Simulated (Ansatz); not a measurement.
# NaCl (Fm-3m): one-shot GW input and result

These are results of G0W0@r²SCAN, full frequency by contour deformation, JTH PAW set (Ansatz 0.2.0-dev), not measurements.

The input was:

```json
{
 "crystal": {"lattice": [[0.0, 2.4816, 2.4816], [2.4816, 0.0, 2.4816], [2.4816, 2.4816, 0.0]], "atoms": [{"symbol": "Na", "position": [0.0, 0.0, 0.0]}, {"symbol": "Cl", "position": [0.5, 0.5, 0.5]}]},
 "basis": {"precision": "f64", "xc_grid": 2, "ecutwfc": 700, "ecutrho_ratio": 4},
 "kpoints": {"mp_grid": {"grid": [4, 4, 4], "shift": [0, 0, 0]}},
 "hamiltonian": {"xc": "r2scan", "dispersion": "none", "pseudopotentials": {"kind": "paw", "source": "jth", "xc_functional": "pbe"}},
 "magnetization": {"spin_polarized": false},
 "scf": {"lower_state_search": "off", "max_iter": 200, "occupations": {"method": "fixed"}, "convergence": {"dr2_threshold": "1e-10 eV"}},
 "output": {},
 "gw": {"n_empty_bands": 197, "ecut_chi": 200, "ecutfock_ratio": 2, "qp_bands": ["v1", "c1"], "screening": {"model": "contour_deformation"}}
}
```

Linearised quasiparticle energies, zero at the top filled Kohn-Sham level among these points. VB is the top filled band, CB the lowest empty one. kN is the Nth point of the program's mesh list.

```csv
k,band,ε_KS (eV),Σx − Vxc (eV),Σc (eV),Z,ε_QP (eV)
Γ,VB,0.00,-3.83,1.42,0.82,-1.99
Γ,CB,8.01,4.39,-3.90,0.86,8.43
k7,CB,7.97,4.34,-3.32,0.87,8.85
```

The gap (from Γ to a mesh point away from Γ) opens from 7.97 eV to 10.84 eV.

Electronic (ion-clamped) dielectric constant on this mesh, from the head of the inverse dielectric matrix: 2.6.

The cell is a model at fixed atoms and needn't be the relaxed known crystal. The PAW or pseudopotential files were made with PBE. G0W0 moves a band edge: among the points solved the smallest quasiparticle gap is 10.42 eV, direct at Γ. The mesh is coarse, so these are values at the stated settings, not converged ones. Band sums or response are cut, so the gap isn't at its basis limit. The gap is read on the mesh, and the crystal's band edges can lie off it. With r²SCAN or HSE06 the Kohn-Sham levels are generalised ones.
